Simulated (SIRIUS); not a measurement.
ZrB2:

```
CELL_PARAMETERS angstrom
3.17000 0.00000 0.00000
-1.58500 2.74530 0.00000
0.00000 0.00000 3.53300
ATOMIC_POSITIONS crystal
Zr 0.00000 0.00000 0.00000
B 0.66667 0.33333 0.50000
B 0.33333 0.66667 0.50000
```

Program: SIRIUS 7.10.0. Alike in all runs: task single point; no spin polarisation; cell as given; k mesh 10 × 10 × 8; cutoff (eV) 1054; smearing fermi-dirac 0.05 eV.

Problem. Order these runs on this cell by their pressure, lowest first.
A. level PBE+U; potentials or basis PseudoDojo 0.4.1 PBE standard (scalar relativistic); U Zr d U = 6 eV; form of the Hubbard term simplified (Dudarev); hubbard projectors orthogonalised atomic orbitals; start of the occupations the program's own
B. level PBE+U; potentials or basis PseudoDojo 0.4.1 PBE standard (scalar relativistic); U Zr d U = 2 eV; form of the Hubbard term simplified (Dudarev); hubbard projectors orthogonalised atomic orbitals; start of the occupations the program's own
C. level PBEsol; potentials or basis PseudoDojo 0.4.1 PBEsol standard (scalar relativistic)
D. level PBE; potentials or basis PseudoDojo 0.4.1 PBE standard (scalar relativistic)
E. level PBE+U; potentials or basis PseudoDojo 0.4.1 PBE standard (scalar relativistic); U Zr d U = 8 eV; form of the Hubbard term simplified (Dudarev); hubbard projectors orthogonalised atomic orbitals; start of the occupations the program's own

Solution. C (-3.7 GPa), D (0.8 GPa), B (2.5 GPa), A (6.5 GPa), E (8.9 GPa).

Caveats: U without spin polarisation on a metal has little footing (some runs); the U is typed as a test and isn't derived for this compound (some runs).
